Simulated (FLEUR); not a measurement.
# C (Fd-3m) in FLEUR: a series of runs, part 2 of 2

FLEUR MaX-R8.1 (later development tree). Earlier steps stand in the parts before.

### 5 Equation of state, LDA (Moruzzi-Janak-Williams), 5.67 Å³/atom

Input file inp.xml:

```xml
<?xml version="1.0" encoding="UTF-8" standalone="no"?>
<fleurInput fleurInputVersion="0.39">
   <comment>
      C                                                                                                   
   </comment>
   <calculationSetup>
      <cutoffs Kmax="5.34" Gmax="16.6" GmaxXC="16.6" numbands="0"/>
      <scfLoop itmax="60" minDistance="0.00001" maxIterBroyd="15" imix="Anderson" alpha="0.05" precondParam="0.0" spinf="2.0" sdNocoIR="T"/>
      <coreElectrons ctail="T" frcor="F" kcrel="0" coretail_lmax="0"/>
      <xcFunctional name="mjw" relativisticCorrections="F"/>
      <magnetism jspins="1"/>
      <soc l_soc="F" theta="0.0" phi="0.0" spav="F"/>
      <expertModes spex="0" secvar="F"/>
      <geometryOptimization l_f="F" forcealpha="1.0" forcemix="BFGS" epsdisp="0.00001" epsforce="0.00001"/>
      <ldaU l_linMix="F" mixParam="0.05" spinf="1.0"/>
   </calculationSetup>
   <cell>
      <bzIntegration valenceElectrons="8.0" mode="hist" fermiSmearingEnergy="0.00183747">
         <kPointListSelection listName="default-1"/>
         <!-- k-points included here -->
         <xi:include xmlns:xi="http://www.w3.org/2001/XInclude" href="kpts.xml"> </xi:include>
      </bzIntegration>
      <!-- symmetry operations included here -->
      <xi:include xmlns:xi="http://www.w3.org/2001/XInclude" href="sym.xml"> </xi:include>
      <bulkLattice scale="1.0000000000">
         <bravaisMatrix>
            <row-1>    0.0000000000000000     3.3700808788279017     3.3700808788279017</row-1>
            <row-2>    3.3700808788279017     0.0000000000000000     3.3700808788279017</row-2>
            <row-3>    3.3700808788279017     3.3700808788279017     0.0000000000000000</row-3>
         </bravaisMatrix>
      </bulkLattice>
   </cell>
   <atomSpecies>
      <species name="Carbon (C)" element="C" atomicNumber="6">
         <mtSphere radius="1.31" gridPoints="447" logIncrement="0.023"/>
         <atomicCutoffs lmax="8" lnonsphr="6"/>
         <electronConfig flipSpins="F">
            <coreConfig>(1s1/2)</coreConfig>
            <valenceConfig>(2s1/2) (2p1/2) (2p3/2)</valenceConfig>
            <stateOccupation state="(2p1/2)" spinUp="0.333333" spinDown="0.333333"/>
            <stateOccupation state="(2p3/2)" spinUp="0.666667" spinDown="0.666667"/>
         </electronConfig>
         <energyParameters s="2" p="2" d="3" f="4"/>
         <lo type="SCLO" l="0" n="2" eDeriv="2"/>
         <lo type="SCLO" l="1" n="2" eDeriv="2"/>
         <lo type="SCLO" l="2" n="3" eDeriv="2"/>
      </species>
   </atomSpecies>
   <atomGroups>
      <atomGroup species="Carbon (C)">
         <relPos label="                   1">-3.000/8.000 -3.000/8.000 -3.000/8.000</relPos>
         <relPos label="                   2">3.000/8.000 3.000/8.000 3.000/8.000</relPos>
         <force calculate="T" relaxXYZ="TTT"/>
      </atomGroup>
   </atomGroups>
   <output dos="F" band="F" slice="F">
      <checks vchk="F" cdinf="F"/>
      <bandDOS minEnergy="-.5*Htr" maxEnergy="0.5*Htr" sigma="0.015" storeEVData="T"/>
      <vacuumDOS vacdos="F" integ="F" star="F" nstars="0" locx1="0.0" locy1="0.0" locx2="0.0" locy2="0.0" nstm="0" tworkf="0.0"/>
      <unfoldingBand unfoldBand="F" supercellX="1" supercellY="1" supercellZ="1"/>
      <plotting iplot="0" polar="F">
         <plot TwoD="T" vec1="  1.0  0.0  0.0" vec2="  0.0  1.0  0.0" vec3="  0.0  0.0  1.0" zero="  0.0  0.0  0.0" file="plot"/>
      </plotting>
      <chargeDensitySlicing numkpt="0" minEigenval="0.0" maxEigenval="0.0" nnne="0" pallst="F"/>
      <specialOutput eonly="F"/>
      <moessbauerParams electricFieldGradient="T" isomerShift="T" coreHyperfine="T" valenceHyperfine="T"/>
      <magneticCircularDichroism mcd="F" energyLo="-10.0" energyUp="0.0"/>
   </output>
  <!-- We include the file relax.xml here to enable relaxations (see documentation) -->
  <xi:include xmlns:xi="http://www.w3.org/2001/XInclude" href="relax.xml"> <xi:fallback/> </xi:include>
</fleurInput>
```

Started as:

```
$ inpgen -f crystal.txt -profile fastHighL
$ # inp.xml edited to the form shown
$ fleur_MPI
```

Wall time 8.6 s (1 thread of Arm Neoverse V2, shared host); peak memory 0.08 GiB.

It converged, with:

- Free energy: -2058.3905 eV
- Band gap on the k mesh: 4.10 eV, indirect (least direct gap 5.54 eV)
- Valence electrons inside the program's atomic spheres: C 1.96 (radii C 1.31 bohr)

Caveat: an odd mesh through Γ misses points on the zone boundary, where band edges often lie.

### 6 Equation of state, LDA (Moruzzi-Janak-Williams), 5.90 Å³/atom (volume scaled by 1.04)

Edit inp.xml of step 5 so:

```diff
@@ -24,3 +24,3 @@
       <xi:include xmlns:xi="http://www.w3.org/2001/XInclude" href="sym.xml"> </xi:include>
-      <bulkLattice scale="1.0000000000">
+      <bulkLattice scale="1.0131594038">
          <bravaisMatrix>
```

Potentials or basis: all-electron, FLAPW.

Started as:

```
$ inpgen -f crystal.txt -profile fastHighL
$ # inp.xml edited to the form shown
$ fleur_MPI
```

Wall time 8.8 s (1 thread of Arm Neoverse V2, shared host); peak memory 0.08 GiB.

It converged, with:

| Quantity | Value |
| --- | --- |
| Free energy | -2058.3351 eV |
| Band gap on the k mesh | 4.01 eV, indirect (least direct gap 5.43 eV) |
| Valence electrons inside the program's atomic spheres | C 1.92 (radii C 1.31 bohr) |

Caveat: an odd mesh through Γ misses points on the zone boundary, where band edges often lie.

### 7 Equation of state, LDA (Moruzzi-Janak-Williams), 6.01 Å³/atom (volume scaled by 1.06)

Edit inp.xml of step 6 so:

```diff
@@ -24,3 +24,3 @@
       <xi:include xmlns:xi="http://www.w3.org/2001/XInclude" href="sym.xml"> </xi:include>
-      <bulkLattice scale="1.0131594038">
+      <bulkLattice scale="1.0196128224">
          <bravaisMatrix>
```

Started as:

```
$ inpgen -f crystal.txt -profile fastHighL
$ # inp.xml edited to the form shown
$ fleur_MPI
```

It took 9.2 s on 1 thread of Arm Neoverse V2, shared host; peak memory 0.08 GiB.

It converged, with:

| Quantity | Value |
| --- | --- |
| Free energy | -2058.2920 eV |
| Band gap on the k mesh | 3.96 eV, indirect (least direct gap 5.38 eV) |
| Valence electrons inside the program's atomic spheres | C 1.91 (radii C 1.31 bohr) |

Caveat: an odd mesh through Γ misses points on the zone boundary, where band edges often lie.

### 8 Equation of state, LDA (Moruzzi-Janak-Williams)

No new run: the results of the series are fitted here.

What came out:

| Quantity | Value |
| --- | --- |
| Equilibrium volume | 5.53 Å³/atom |
| Bulk modulus | 465 GPa |
| Pressure derivative of the bulk modulus | 3.6 (rough: it moves with the points fitted) |

Energy against volume, from the lowest point:
| volume (Å³/atom) | energy (meV/atom) |
| --- | --- |
| 5.332 | 8.70 |
| 5.445 | 0.00 |
| 5.672 | 3.70 |
| 5.899 | 31.36 |
| 6.012 | 52.92 |

### 9 Comparison with measurements

Step 8. Measured bulk modulus of C: 444.8 GPa (quoted in “Equation of state of cubic boron nitride at high pressures and temperatures”, 2007, arxiv:cond-mat/0702656). This calculation gives 465 GPa (+4.6 %). 3 values of this kind are on record (442 to 444.8 GPa); this one was drawn at random among those near their median, those with a stated uncertainty first. The fit is for a static lattice scaled at fixed shape and fixed fractional positions. The cell as given is a measured one (5.67 Å³/atom); LDA (Moruzzi-Janak-Williams) puts the equilibrium volume -2.6 % from it, thermal expansion not counted.
